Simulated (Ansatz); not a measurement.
Zinc-blende InN (metastable phase) was calculated with PBE0 in Ansatz (plane waves, PAW).

Run with plane-wave cutoff 460 eV, 10×10×10 k mesh, Fermi–Dirac smearing 0.01 eV, scalar-relativistic PAW data made under PBE.

A third-order Birch–Murnaghan fit to the energies gives V0 = 15.457 Å³/atom, B0 = 145 GPa, B′ = 4.5.

```csv
V (Å³/atom),P (GPa)
14.625,9.08
15.010,4.54
15.395,0.58
15.765,___
16.165,___
```

Q: Estimate the withheld pressures from this fit; the answers are the runs' own values.

A: 
- 15.765, P (GPa): -2.75
- 16.165, P (GPa): -5.88

The formula P = (3/2) B0 (x^(7/3) − x^(5/3)) [1 + (3/4)(B′ − 4)(x^(2/3) − 1)] with x = V0/V meets the computed pressures within 0.02 GPa when these rounded values are put in.

Measured, for comparison: equilibrium volume per atom 15.72 Å³/atom (temperature not stated, no zero-point or thermal correction, epilayer on 3C-SiC; as tabulated in Schörmann, As, Lischka, Schley, Goldhahn et al., Appl. Phys. Lett. 89, 261903 …). Computed less measured: equilibrium volume per atom -1.7 %. A static lattice is as a rule a little smaller and stiffer than an uncorrected measurement, which can account for part of this in the equilibrium volume per atom.

Spin–orbit coupling is not included.

The computed numbers hold no vibrational or temperature effects.

Ansatz is a program for electronic structure.
